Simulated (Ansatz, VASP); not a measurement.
**Ti: VASP beside Ansatz**

Contents of INCAR:

```
SYSTEM = Ti
PREC = Accurate
ENCUT = 520
EDIFF = 1E-6
ISMEAR = -1
SIGMA = 0.08
LREAL = .False.
LASPH = .True.
NELM = 100
ALGO = Normal
ISIF = 2
LWAVE = .False.
LCHARG = .True.
LELF = .True.
LVHAR = .True.
NBANDS = 12
```

The input KPOINTS:

```
Automatic mesh
0
Gamma
  19 19 19
  0 0 0
```

File POSCAR:

```
Ti
1.0
   -1.3925962820      1.3925962820      1.3925962820
    1.3925962820     -1.3925962820      1.3925962820
    1.3925962820      1.3925962820     -1.3925962820
Ti
1
Direct
    0.0000000000      0.0000000000      0.0000000000
```

Input for Ansatz:

```yaml
crystal:
  lattice:
    - [-1.392596282, 1.392596282, 1.392596282]
    - [1.392596282, -1.392596282, 1.392596282]
    - [1.392596282, 1.392596282, -1.392596282]
  atoms:
    - { symbol: Ti, position: [0.0, 0.0, 0.0] }
kpoints:
  mp_grid: { grid: [19, 19, 19] }
scf:
  occupations: { method: fermi_dirac, width: 0.08 }
hamiltonian:
  xc: lda
  pseudopotentials: { kind: all_electron, lapw: { basis_error: 0.001 } }
output:
  forces: true
  stress: true
  eigenvalues: true
  populations: true
```

Change from the starting cell: volume scaled by 0.68, LAPW.

Alike in both runs: task single point; functional LDA; k mesh 19 × 19 × 19; occupations fermi-dirac, width 0.08 eV; no spin polarisation.

```csv
,VASP,Ansatz
version,VASP 6.6.1,Ansatz 0.2.0
potentials or method,"VASP PAW LDA potentials, release 64 (Ti_sv)","all-electron LAPW, scalar-relativistic"
plane-wave cutoff (eV),520,see its input
```

VASP gave:

* pressure (GPa): 80.6

What did Ansatz give for the same quantities?

Pressure (GPa): 81.1.

Ansatz ran all-electron here, so the differences hold the error of VASP's frozen core and of both bases.

Caveats: the cell as given lies far from equilibrium; so large a pressure means that the cell lies far from this level's equilibrium, or that cutoff or potentials fall short (VASP).
